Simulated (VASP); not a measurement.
Wanted: an ASE script for a VASP 6.6.1 run.

```
Task                   : single point
Functional             : PBEsol
Potentials or basis    : VASP PAW PBE potentials, release 64 (Sr_sv)
Cutoff                 : 520 eV
k mesh                 : 8 × 8 × 8
Occupations            : gaussian, width 0.1 eV
Spin                   : no spin polarisation
Further INCAR settings : ALGO = Normal; EDIFF = 1.00e-07; NBANDS = 11
```

The structure of Sr lies in Sr.cif:

```cif
data_Sr
_cell_length_a 4.21754372
_cell_length_b 4.21754372
_cell_length_c 4.21754372
_cell_angle_alpha 109.47122063
_cell_angle_beta 109.47122063
_cell_angle_gamma 109.47122063
_space_group_name_H-M_alt 'P1'
_space_group_name_Hall 'P 1'
_space_group_IT_number 1
loop_
_space_group_symop_operation_xyz
'x,y,z'
loop_
_atom_site_label
_atom_site_type_symbol
_atom_site_symmetry_multiplicity
_atom_site_Wyckoff_symbol
_atom_site_fract_x
_atom_site_fract_y
_atom_site_fract_z
_atom_site_occupancy
Sr1 Sr 1 a 0.0000000000 0.0000000000 0.0000000000 1
```

This isn't the form of Sr at room conditions, which is fcc.

One way to write it, as run:

run.py

```python
from ase.calculators.vasp import Vasp
from ase.dft.bandgap import bandgap
from ase.io import read

atoms = read('Sr.cif')
calc = Vasp(
    directory='calc',
    xc='pbesol',
    pp='PBE',
    setups='recommended',
    prec='Accurate',
    encut=520,
    ediff=1e-07,
    ismear=0,
    sigma=0.1,
    lreal=False,
    lasph=True,
    nelm=100,
    algo='Normal',
    isif=2,
    lwave=False,
    lcharg=True,
    lelf=True,
    lvhar=True,
    kpts=[8, 8, 8],
    gamma=True,
    nbands=11,
)
atoms.calc = calc

print('energy (eV):', atoms.get_potential_energy())
print('free energy (eV):', atoms.get_potential_energy(force_consistent=True))
print('forces (eV/A):')
print(atoms.get_forces())
print('stress (eV/A^3, Voigt):', atoms.get_stress())
print('Fermi level (eV):', calc.get_fermi_level())
gap, top, bottom = bandgap(calc)
print('band gap (eV):', gap, 'from (spin, k, band)', top, 'to', bottom)
```

Potentials or basis: VASP PAW PBE potentials, release 64 (Sr_sv).

Command:

```bash
$ python run.py
```

Results of the run:

| Quantity | Value |
| --- | --- |
| Pressure | -1.3 GPa |
| Band gap on the k mesh | none (metal or under the smearing width) |

Caveat: the PAW data sets were made with another functional, which shifts forces and pressure a little.

Wall time 11 s on 1 thread of Intel(R) Xeon(R) Platinum 8559C (Emerald Rapids), with other jobs on the host, peak memory 0.17 GiB.
